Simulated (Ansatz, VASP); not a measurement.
**Two plane-wave programs on AlN**

INCAR

```
SYSTEM = AlN
PREC     = Accurate       ! precision mode
ENCUT    = 520            ! plane-wave cutoff, eV
EDIFF    = 1E-6           ! SCF threshold, eV
ISMEAR   = 0              ! smearing method
SIGMA    = 0.05           ! smearing width, eV
LREAL    = .FALSE.        ! projectors in reciprocal space
LASPH    = .TRUE.         ! aspherical terms in the spheres
NELM     = 80             ! most SCF steps
ALGO     = Normal         ! electronic algorithm
ISIF     = 2              ! what is computed and relaxed
LWAVE    = .FALSE.        ! write WAVECAR
LCHARG   = .TRUE.         ! write CHGCAR
GGA      = PS             ! functional
LELF     = .TRUE.         ! ELF
LVHAR    = .TRUE.       
NBANDS   = 11             ! bands
```

File KPOINTS:

```
Automatic mesh
0
G
  10 10 10
  0 0 0
```

File POSCAR:

```
AlN
1.0
    0.0000000000      2.3418626456      2.1120536944
    2.1120536944      0.0000000000      2.1120536944
    2.1120536944      2.3418626456      0.0000000000
Al N
1 1
Direct
   -0.0090133114      0.0090133114      0.0090133114
    0.7673622480      0.7326377520      0.7326377520
```

Input for Ansatz:

```yaml
crystal:
  lattice:
    - [0.0, 2.3418626456, 2.1120536944]
    - [2.1120536944, 0.0, 2.1120536944]
    - [2.1120536944, 2.3418626456, 0.0]
  atoms:
    - { symbol: Al, position: [-0.0090133114, 0.0090133114, 0.0090133114] }
    - { symbol: "N", position: [0.767362248, 0.732637752, 0.732637752] }
basis:
  ecutwfc: 520.0
kpoints:
  mp_grid: { grid: [10, 10, 10] }
hamiltonian:
  xc: pbesol
  pseudopotentials: { kind: paw, azcp: { folder: soft_1 } }
scf:
  occupations: { method: gaussian, width: 0.05 }
output:
  forces: true
  stress: true
  eigenvalues: true
```

Change from the starting cell: mode 4 frozen in at -0.076 Å, strain +e along z and -e/2 along x and y +0.0700.

Alike in both runs: task single point; functional PBEsol; k mesh 10 × 10 × 10; occupations gaussian, width 0.05 eV; no spin polarisation.

```csv
,VASP,Ansatz
version,VASP 6.6.1,Ansatz 0.2.0
potentials or method,"VASP PAW PBE potentials, release 64 (Al, N)","scalar-relativistic, plane waves, PAW"
plane-wave cutoff (eV),520,520
valence electrons in the cell,8,8
```

Ansatz gave:

| Quantity | Value |
| --- | --- |
| gap on the k mesh at the Fermi level (eV) | 2.76 |
| least direct gap on the mesh (eV) | 3.69 |
| pressure (GPa) | 1.3 |
| largest component of the traceless stress (GPa) | 11.09 |
| rms of the force components (eV/Å) | 0.841 |

Q: Which values does VASP return?

A: gap on the k mesh at the Fermi level (eV): 2.75; least direct gap on the mesh (eV): 3.71; pressure (GPa): 1.3; largest component of the traceless stress (GPa): 11.11; rms of the force components (eV/Å): 0.848.

Atom by atom the forces differ by 0.007 eV/Å (rms over components). Ansatz warned: «pseudo_functional_mismatch».

Caveats: the PAW data sets were made with another functional, which shifts forces and pressure a little (VASP). A k mesh can miss the band edges.
